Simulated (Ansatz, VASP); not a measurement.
## One calculation of Cd, two programs

INCAR

```
SYSTEM = Cd
  PREC = Accurate
  ENCUT = 520
  EDIFF = 1E-7
  ISMEAR = -1
  SIGMA = 0.1
  LREAL = .FALSE.
  LASPH = .TRUE.
  NELM = 100
  ALGO = Normal
  ISIF = 2
  LWAVE = .FALSE.
  LCHARG = .TRUE.
  GGA = B5
  ALDAX = 1.0
  AGGAX = 1.0
  AGGAC = 1.0
  ALDAC = 0.0
  LELF = .TRUE.
  LVHAR = .TRUE.
  NBANDS = 12
```

File KPOINTS:

```
Automatic mesh
0
G
  13 13 13
  0 0 0
```

Contents of POSCAR:

```
Cd
1.0
   -1.8441245631      1.8441245631      1.8441245631
    1.8441245631     -1.8441245631      1.8441245631
    1.8441245631      1.8441245631     -1.8441245631
Cd
1
Direct
    0.0000000000      0.0000000000      0.0000000000
```

Input for Ansatz:

```yaml
crystal:
  lattice:
    - [-1.8441245631, 1.8441245631, 1.8441245631]
    - [1.8441245631, -1.8441245631, 1.8441245631]
    - [1.8441245631, 1.8441245631, -1.8441245631]
  atoms:
    - { symbol: Cd, position: [0.0, 0.0, 0.0] }
hamiltonian:
  xc: blyp
  pseudopotentials:
    kind: paw
    azcp:
      Cd: "pseudopotentials/Cd.paw.azcp"
basis:
  ecutwfc: 420
  fft_grid_basis: typed
kpoints:
  mp_grid: { grid: [13, 13, 13], shift: [0, 0, 0] }
magnetization:
  spin_polarized: false
scf:
  occupations: { method: fermi_dirac, width: 0.1 }
  lower_state_search: "off"
output:
  stress: true
```

Alike in both runs: task single point; functional BLYP; k mesh 13 × 13 × 13; occupations fermi-dirac, width 0.1 eV; no spin polarisation.

```csv
,VASP,Ansatz
version,VASP 6.6.1,Ansatz 0.2.0
potentials or method,"VASP PAW PBE potentials, release 64 (Cd)","plane waves (420 eV) with PAW, scalar-relativistic"
plane-wave cutoff (eV),520,420
valence electrons in the cell,12,20
```

|  | VASP | Ansatz | Ansatz less VASP |
| --- | --- | --- | --- |
| pressure (GPa) | 2.2 | 2.1 | -0.14 |

The two sets of potentials don't hold the same shells in valence.

Caveats: the PAW data sets were made with another functional, which shifts forces and pressure a little (VASP).
